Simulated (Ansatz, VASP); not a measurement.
**HfC in VASP and in Ansatz**

Contents of INCAR:

```
SYSTEM = HfC
ALGO = Normal
EDIFF = 1E-6
ENCUT = 520
GGA = PE
ISIF = 2
ISMEAR = 0
LASPH = .True.
LCHARG = .True.
LELF = .True.
LREAL = .False.
LVHAR = .True.
LWAVE = .False.
NBANDS = 22
NELM = 80
PREC = Accurate
SIGMA = 0.1
```

KPOINTS

```
k-points
0
Gamma
  6 6 4
  0 0 0
```

POSCAR

```
HfC
1.0
    3.3149491155      0.0000000000      0.0000000000
   -1.6574745577      2.8708301463      0.0000000000
    0.0000000000      0.0000000000      5.2696265495
Hf C
2 2
Direct
    0.3333333333      0.6666666667      0.2500000000
    0.6666666667      0.3333333333      0.7500000000
    0.0000000000      0.0000000000      0.0000000000
    0.0000000000      0.0000000000      0.5000000000
```

Input for Ansatz:

```yaml
crystal:
  lattice:
    - [3.3149491155, 0.0, 0.0]
    - [-1.6574745577, 2.8708301463, 0.0]
    - [0.0, 0.0, 5.2696265495]
  atoms:
    - { symbol: Hf, position: [0.3333333333, 0.6666666667, 0.25] }
    - { symbol: Hf, position: [0.6666666667, 0.3333333333, 0.75] }
    - { symbol: C, position: [0.0, 0.0, 0.0] }
    - { symbol: C, position: [0.0, 0.0, 0.5] }
basis:
  ecutwfc: 420
kpoints:
  mp_grid: { grid: [6, 6, 4] }
hamiltonian:
  xc: pbe
scf:
  occupations: { method: gaussian, width: 0.1 }
  lower_state_search: "off"
output:
  forces: true
  stress: true
  eigenvalues: true
```

Change from the starting cell: the structure that the rattled cell fell into.

Alike in both runs: task single point; functional PBE; k mesh 6 × 6 × 4; occupations gaussian, width 0.1 eV; no spin polarisation.

|  | VASP | Ansatz |
| --- | --- | --- |
| version | VASP 6.6.1 | Ansatz 0.2.0 |
| potentials or method | VASP PAW PBE potentials, release 64 (Hf_pv, C) | scalar-relativistic, plane waves, PAW |
| plane-wave cutoff (eV) | 520 | 420 |
| valence electrons in the cell | 28 | 60 |

|  | VASP | Ansatz | Ansatz less VASP |
| --- | --- | --- | --- |
| gap on the k mesh at the Fermi level (eV) | none | none | - |
| pressure (GPa) | -0.3 | 0.4 | +0.72 |
| largest component of the traceless stress (GPa) | 0.25 | 0.19 | -0.063 |

A gap of «none» marks a metal or a gap that the smearing closes. The two sets of potentials don't hold the same shells in valence.

Caveats: the k mesh is coarse (spacing up to 0.36 Å⁻¹), so the values aren't converged. The runs have no spin-orbit coupling, so splittings on Hf are missing.
